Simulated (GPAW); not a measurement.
Runs of GPAW 26.7.0 on K. Symmetry: Fm-3m, No. 225, cubic system. The conventional cell has a = 6.784 Å, b = 6.784 Å, c = 6.784 Å, α = 90.00°, β = 90.00°, γ = 90.00°. This isn't the form of K at room conditions, which is bcc.

| task | level | potentials or basis | smearing | maxiter | fermi k mesh | eigensolver | k mesh for the DOS | dos width | other keys | gap on the mesh (eV) | pressure (GPa) |
| --- | --- | --- | --- | --- | --- | --- | --- | --- | --- | --- | --- |
| Fermi surface | TPSS | GPAW PAW data sets (gpaw-data 1.2.1), pw | fermi-dirac 0.2 eV | 75 | 12 × 12 × 12 | davidson niter=4 | - | - | several, not listed | none | 0.0 |
| density of states | LDA | PAW data sets generated in the run's folder for this functional, pw | fermi-dirac 0.05 eV | 150 | - | - | 10 × 10 × 10 | 0.1 eV | - | none | (a) |
| electron localisation function | TPSS | GPAW PAW data sets (gpaw-data 1.2.1), pw | fermi-dirac 0.2 eV | 150 | - | davidson niter=4 | - | - | - | none | 0.0 |
| density of states | PBEsol | PAW data sets generated in the run's folder for this functional, pw | fermi-dirac 0.05 eV | 150 | - | - | 10 × 10 × 10 | 0.1 eV | - | none | -0.3 |

Alike in all rows: no spin polarisation; cell as given; k mesh 7 × 7 × 7; cutoff (eV) 600.

**Question.** Estimate the missing entries.

**Answer.** (a) -0.6.

Caveats: the PAW data sets were made with another functional, which shifts forces and pressure a little (some runs).

A gap of «none» marks a metal or a gap under the smearing width.
